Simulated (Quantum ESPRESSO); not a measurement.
# PtSe2 (Sudovikovite): zone-centre phonons under several settings

```
CELL_PARAMETERS angstrom
3.72400 0.00000 0.00000
-1.86200 3.22508 0.00000
0.00000 0.00000 5.06200
ATOMIC_POSITIONS crystal
Pt 0.00000 0.00000 0.00000
Se 0.66667 0.33333 0.75000
Se 0.33333 0.66667 0.25000
```

All runs used Quantum ESPRESSO 7.5; potentials PseudoDojo 0.4.1 SR LDA standard; k mesh 4 × 4 × 2, shifted; no spin polarisation; cutoff 1170 eV; occupations fermi-dirac, width 0.05 eV.

```tsv
level	geometry	volume (Å³/atom)	pressure (GPa)	lowest optical mode without the field (cm⁻¹)	highest optical mode without the field (cm⁻¹)
LDA	relaxed at -3 GPa	20.51	-3.0	164	208
LDA	relaxed at 0 GPa	19.41	0.0	175	211
LDA	relaxed at 3 GPa	?	3.0	?	?
LDA	relaxed at 8 GPa	17.81	8.0	190	229
LDA	relaxed at 15 GPa	16.91	15.0	177	243
```

Question: What stands in the row left open?

Answer: Volume 18.70 Å³/atom; lowest optical mode without the field 183 cm⁻¹; highest optical mode without the field 216 cm⁻¹.

Caveats: all runs use coarse meshes; the mesh is thin for the phonons of a metal; the layers were relaxed without a dispersion term, so their spacing and the soft interlayer modes are unreliable; the cell is more than 3 GPa from zero pressure, which shifts response properties (some runs); the volume moved by over 15 % at a fixed basis, so the end points are rough (some runs).

For the row left open. Caveat: the k mesh is coarse (spacing up to 0.62 Å⁻¹), so the values aren't converged; the mesh is thin for the phonons of a metal; the cell is more than 3 GPa from zero pressure, which shifts response properties; the layers were relaxed without a dispersion term, so their spacing and the soft interlayer modes are unreliable.
